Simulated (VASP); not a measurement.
A run of VASP 6.6.1 is set up as follows.

Contents of INCAR:

```
  ADDGRID = False
  ALGO = Normal
  EDIFF = 1E-8
  ENCUT = 1400
  GGA = PE
  ISIF = 2
  ISMEAR = 0
  LASPH = True
  LCHARG = False
  LREAL = False
  LWAVE = False
  NELM = 100
  PREC = Accurate
  SIGMA = 0.05
```

KPOINTS

```
k-points
0
Gamma
  10 10 4
```

The input POSCAR:

```
SnO
1.0
    2.5000000000     -2.8600000000      0.0000000000
    2.5000000000      2.8600000000      0.0000000000
    0.0000000000      0.0000000000     11.1200000000
Sn O
4 4
Direct
    0.5590000000      0.4410000000      0.2460000000
    0.4410000000      0.5590000000      0.7460000000
    0.0000000000      0.0000000000      0.5000000000
    0.0000000000      0.0000000000      0.0000000000
    0.9300000000      0.4300000000      0.1200000000
    0.0700000000      0.5700000000      0.6200000000
    0.5700000000      0.0700000000      0.1200000000
    0.4300000000      0.9300000000      0.6200000000
```

Potentials or basis: VASP PAW PBE potentials, release 64 (Sn_d, O_h).

The run is started by

```console
$ cat potpaw_PBE.64/Sn_d/POTCAR potpaw_PBE.64/O_h/POTCAR > POTCAR
$ mpirun -np 1 vasp_std > vasp.out
```

(1) Estimate the largest force.

(2) Estimate the band gap on the k mesh.

## Answers

(1) 8.888 eV/Å.

(2) none (metal or under the smearing width).

Caveat: forces of over 1 eV/Å show positions far from the minimum, so gaps and moduli don't describe the material at rest.
